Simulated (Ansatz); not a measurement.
**SiO2: response to a stretch of c alone**

One table from this session's results is given with a row withheld; the runs are named, their logs left out.

Program: Ansatz 0.2.0. Level of theory: DFT LDA, scalar-relativistic, plane waves, PAW. These are calculated values, not measurements.

2 further runs of the same task are left out: 2 set aside as unsound or not needed.

## The starting structure

Symmetry: P6_422, No. 181, hexagonal system. Conventional cell: a = 5.039 Å, b = 5.039 Å, c = 5.525 Å, α = 90.00°, β = 90.00°, γ = 120.00°. Si (site symmetry 222) is surrounded by 4 O at 1.60 Å. O (site symmetry 2) has 2 Si at 1.60 Å as nearest neighbours.

As a file:

```cif
data_structure
_symmetry_space_group_name_H-M 'P6_422'
_symmetry_Int_Tables_number 181
_cell_length_a 5.0387
_cell_length_b 5.0387
_cell_length_c 5.5249
_cell_angle_alpha 90.000
_cell_angle_beta 90.000
_cell_angle_gamma 120.000
_cell_volume 121.48
loop_
_atom_site_label
_atom_site_type_symbol
_atom_site_symmetry_multiplicity
_atom_site_Wyckoff_symbol
_atom_site_fract_x
_atom_site_fract_y
_atom_site_fract_z
_atom_site_occupancy
Si1 Si 3 c 0.00000 0.50000 0.33333 1
O1 O 6 j 0.58439 0.79220 0.83333 1
```

It goes back to an entry of the Materials Project, which need not be the stable form.

It is the result of an earlier relaxation at this level (volume 13.50 Å³/atom; gap on the mesh: 5.50 eV).

Set-up of the first run:

The input, input.yaml:

```yaml
crystal:
  lattice:
    - [5.0386983975, 0.0, 0.0]
    - [-2.5193491987, 4.3636408142, 0.0]
    - [0.0, 0.0, 5.5248549769]
  atoms:
    - { symbol: Si, position: [0.0, 0.5, 0.3333333333] }
    - { symbol: Si, position: [0.5, 0.5, 0.6666666667] }
    - { symbol: Si, position: [0.5, 0.0, 0.0] }
    - { symbol: O, position: [0.5843949018, 0.7921974509, 0.8333333333] }
    - { symbol: O, position: [0.7921974509, 0.5843949018, 0.5] }
    - { symbol: O, position: [0.7921974509, 0.2078025491, 0.1666666667] }
    - { symbol: O, position: [0.4156050982, 0.2078025491, 0.8333333333] }
    - { symbol: O, position: [0.2078025491, 0.4156050982, 0.5] }
    - { symbol: O, position: [0.2078025491, 0.7921974509, 0.1666666667] }
basis:
  ecutwfc: 420
kpoints:
  mp_grid: { grid: [6, 6, 4] }
hamiltonian:
  xc: lda
scf:
  occupations: { method: gaussian, width: 0.02 }
output:
  forces: true
  stress: true
  eigenvalues: true
```

Started as:

```console
> ansatz run input.yaml --threads 2 --pin off --max-ram 5120MiB --backend cpu --events-out ev --progress --plain --runs-dir out
```

Steps of the session up to this table: The unstrained reference; Band edges over the zone; The cell strained by -1.0 %; The gap over the whole zone at -1.0 %; At +1.0 %; Seeking the band edges at +1.0 %; At -2.0 %; Band edges over the zone at -2.0 %; The cell strained by +2.0 %; The gap over the whole zone at +2.0 %.

One of the session's tables, all rows but one given; the rest of the session is left out.

Lengths are those of the vectors of the cell that was run; stresses in GPa:

```
strain (%)  ΔE (meV/atom)  c (Å)
      -2.0            3.5  5.414
      -1.0            0.9  5.470
      +0.0            0.0  5.525
      +1.0              ?      ?
      +2.0            3.4  5.635
```

Estimate the missing values for strain (%) = +1.0.

Worked estimate for «ΔE (meV/atom)». A straight line through the neighbours (0.0, 0.0) and (2.0, 3.4) gives 0.0 + (3.4 − 0.0) × (1.0 − 0.0) / (2.0 − 0.0) = 1.7; a parabola fitted to 3 rows on both sides gives 0.8.

The run gave: ΔE (meV/atom): 0.9; c (Å): 5.580. In «ΔE (meV/atom)» the line misses by +0.8 and the parabola by -0.1.

ΔE is over the unstrained cell. Stress in GPa, positive in compression, on the Cartesian axes of the input.

To keep in mind: Warnings in the runs' records: stress scf threshold loose.
